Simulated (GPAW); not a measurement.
Wanted: an ASE script for a GPAW 26.7.0 run.

```yaml
Task: band structure
Functional: PBEsol
Potentials_or_basis: PAW data sets generated in the run's folder for this functional
Cutoff: 800 eV
Basis: pw
k_mesh: 8 × 8 × 8
Occupations: fermi-dirac, width 0.05 eV
Spin: no spin polarisation
Maxiter: 150
Band_path: GXWKGLUWLK,UX
Band_points: 100
```

Crystal: PbF2 (Fluorocronite).

```
Pb F
1.0
     0.00000    2.96366    2.96366
     2.96366    0.00000    2.96366
     2.96366    2.96366    0.00000
Pb F
1 2
Cartesian
  0.0000 0.0000 0.0000
  4.4455 4.4455 4.4455
  1.4818 1.4818 1.4818
```

These files were run (other wordings do the same):

run.py

```python
from ase import Atoms
from ase.dft.bandgap import bandgap
from ase.io import write
from ase.units import GPa
from gpaw import GPAW, PW, setup_paths

setup_paths.insert(0, '.')

atoms = Atoms(['Pb', 'F', 'F'],
              cell=[[0.0, 2.96366, 2.96366],
                    [2.96366, 0.0, 2.96366],
                    [2.96366, 2.96366, 0.0]],
              scaled_positions=[[0.0, 0.0, 0.0],
                                [0.75, 0.75, 0.75],
                                [0.25, 0.25, 0.25]],
              pbc=True)

calc = GPAW(mode=PW(800),
            xc='PBEsol',
            kpts={'size': (8, 8, 8), 'gamma': True},
            occupations={'name': 'fermi-dirac', 'width': 0.05},
            nbands=25,
            convergence={'density': 1e-05, 'energy': 1e-05},
            maxiter=150,
            txt='gpaw.txt')
atoms.calc = calc
energy = atoms.get_potential_energy()
forces = atoms.get_forces()
stress = atoms.get_stress()
calc.write('gs.gpw')
write('result.traj', atoms)
print(f'Energy: {energy:.6f} eV')
print('Forces (eV/A):')
print(forces.round(4))
print('Stress (GPa):', (stress / GPa).round(3))
print('Fermi level:', round(calc.get_fermi_level(), 4), 'eV')
print(f'Gap: {bandgap(calc)[0]:.4f} eV, direct: {bandgap(calc, direct=True)[0]:.4f} eV')

path = atoms.cell.bandpath('GXWKGLUWLK,UX', npoints=100, eps=1e-4)
bs_calc = calc.fixed_density(kpts=path, symmetry='off', nbands=39,
                             convergence={'bands': 'CBM+6.0', 'eigenstates': 1e-6}, txt='bands.txt')
bs = bs_calc.band_structure()
bs.write('bs.json')
print(f'Gap on the path: {bandgap(bs_calc)[0]:.4f} eV')
```

Potentials or basis: PAW data sets generated in the run's folder for this functional, pw.

Run with:

```console
$ gpaw-setup -f PBEsol F Pb
$ OMP_NUM_THREADS=1 python run.py
```

It gave:

* Pressure: -2.5 GPa
* Band gap on the k mesh: 4.23 eV, indirect (least direct gap 4.39 eV)
* Band gap along the path: 4.23 eV, indirect (least direct gap 4.39 eV)

Caveat: spin-orbit coupling is left out, which as a rule narrows the gap of such compounds by several tenths of an eV.

Wall time 2.1 min on 1 thread of Arm Neoverse V2, on a shared host, peak memory 0.46 GiB.
